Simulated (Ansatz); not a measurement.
Crystal: Br.

```
Br
1.0
    -1.28677    1.72000    3.57799
     1.28677   -1.72000    3.57799
     1.28677    1.72000   -3.57799
Br
1
Direct
  0.00000 0.00000 0.00000
```

* Program: Ansatz 0.2.0
* Task: single point
* Functional: PBE
* Potentials or basis: Ansatz PAW
* Cutoff: 420 eV (not typed: the program's choice for these potentials)
* k mesh: 13 × 13 × 13
* Occupations: fermi-dirac, width 0.05 eV
* Spin: no spin polarisation

On this cell: pressure 1.1 GPa; band gap on the k mesh none (metal or under the smearing width).

The same run follows on a disturbed copy (cell strained at random at fixed volume):

```xyz
1
Lattice="-1.2909 1.6897 3.5707 1.2794 -1.7421 3.5917 1.2956 1.7456 -3.5958" Properties=species:S:1:pos:R:3 pbc="T T T"
Br   -0.0363    0.0020   -0.0222
```

Problem. What changes?

Solution. The energy (extrapolated to zero smearing) moves by +0.1 meV/atom; pressure 1.1 GPa; band gap on the k mesh none (metal or under the smearing width).

Stress tensor (GPa, compression positive):
```
 0.85 -0.02  0.01
-0.02  1.21  0.04
 0.01  0.04  1.15
```

Caveats: an odd number of electrons without spin polarisation forces a metal; a magnetic or distorted state may lie lower.
